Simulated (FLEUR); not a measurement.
**SnSe2 under changes of volume**

One of the cells (25.726 Å³/atom); the others are scaled copies at fixed shape and fractional positions:

```
Sn Se
1.0
     3.81100    0.00000    0.00000
    -1.90550    3.30042    0.00000
     0.00000    0.00000    6.13600
Sn Se
1 2
Direct
  0.00000 0.00000 0.00000
  0.66667 0.33333 0.75100
  0.33333 0.66667 0.24900
```

```yaml
Program: FLEUR MaX-R8.1 (later development tree)
Functional: LDA (Perdew-Zunger)
Potentials_or_basis: all-electron
Basis: FLAPW
Kmax: 4.43 1/bohr
k_mesh: 8 × 8 × 5
Occupations: fermi-dirac, width 0.05 eV
Spin: no spin polarisation
```

| volume (Å³/atom) | energy over the lowest point (meV/atom) | gap on the mesh (eV) |
| --- | --- | --- |
| 24.182 | ? | ? |
| 24.697 | 15.55 | 0.73 |
| 25.726 | 0.00 | 0.67 |
| 26.755 | 3.29 | 0.62 |
| 27.270 | 10.78 | 0.59 |

What does the run at 24.182 Å³/atom give?

Energy over the lowest point 31.89 meV/atom; gap on the mesh 0.75 eV.

Worked out: A Birch-Murnaghan fit of order 2 (a polynomial in V^(-2/3)) to the other rows has its minimum at 26.04 Å³/atom with B0 = V·E''(V) = 69 GPa at fixed shape and positions, which overstates the stiffness. It gives 31.59 meV/atom at 24.182 Å³/atom, against the run's 31.89. A straight line through the other rows of the gap, of slope -1.39 eV per unit of ln V, extrapolates to 0.76 eV, against the run's 0.75.

Energies are extrapolated to zero smearing.

Caveats: spin-orbit coupling is left out, which moves the levels of the heavy elements; an odd mesh through Γ misses points on the zone boundary, where band edges often lie.
